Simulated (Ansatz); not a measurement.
The system is GaAs.

```
CELL_PARAMETERS angstrom
-1.88077 1.88077 3.02585
1.88077 -1.88077 3.02585
1.88077 1.88077 -3.02585
ATOMIC_POSITIONS crystal
Ga 0.00000 0.00000 0.00000
As 0.50000 0.50000 0.00000
```

The cell was built by a generator and needn't be a form met in nature.

| Property | Result |
| --- | --- |
| Program | Ansatz 0.2.0 |
| Task | relaxation of cell and atoms |
| Functional | HF |
| Potentials or basis | Ansatz PAW |
| Cutoff | 420 eV (not typed: the program's choice for these potentials) |
| k mesh | 5 × 5 × 5 |
| Occupations | fermi-dirac, width 0.05 eV |
| Spin | no spin polarisation |

At the start: volume 21.41 Å³/atom.

**Question.** Where does the relaxation end?

**Answer.** It ends after 6 steps and the volume is 20.13 Å³/atom (-5.9 %); space group I4/mmm (No. 139, to 0.05 Å).

The path:
| step | energy change (eV) | largest force (eV/Å) | volume (Å³) |
| --- | --- | --- | --- |
| 1 | 0.0000 | 0.0000 | 42.81 |
| 2 | -0.0329 | 0.0000 | 39.33 |
| 3 | -0.0369 | 0.0000 | 40.41 |
| 4 | -0.0375 | 0.0000 | 40.29 |
| 5 | -0.0376 | 0.0000 | 40.27 |
| 6 | -0.0332 | 0.0000 | 40.27 |

Final structure:
```xyz
2
Lattice="-1.8640 1.8640 2.8974 1.8640 -1.8640 2.8974 1.8640 1.8640 -2.8974" Properties=species:S:1:pos:R:3 pbc="T T T"
Ga    0.0000    0.0000    0.0000
As    0.0000    0.0000    2.8974
```

Caveat: the k mesh is coarse (spacing up to 0.47 Å⁻¹), so the values aren't converged, least of all with exact exchange; the plane-wave basis is chosen anew once the cell has moved, so the energies of steps on either side of that aren't comparable; the PAW data sets come from PBE, with cores solved anew for the run's functional, which leaves a small shift of forces and pressure.
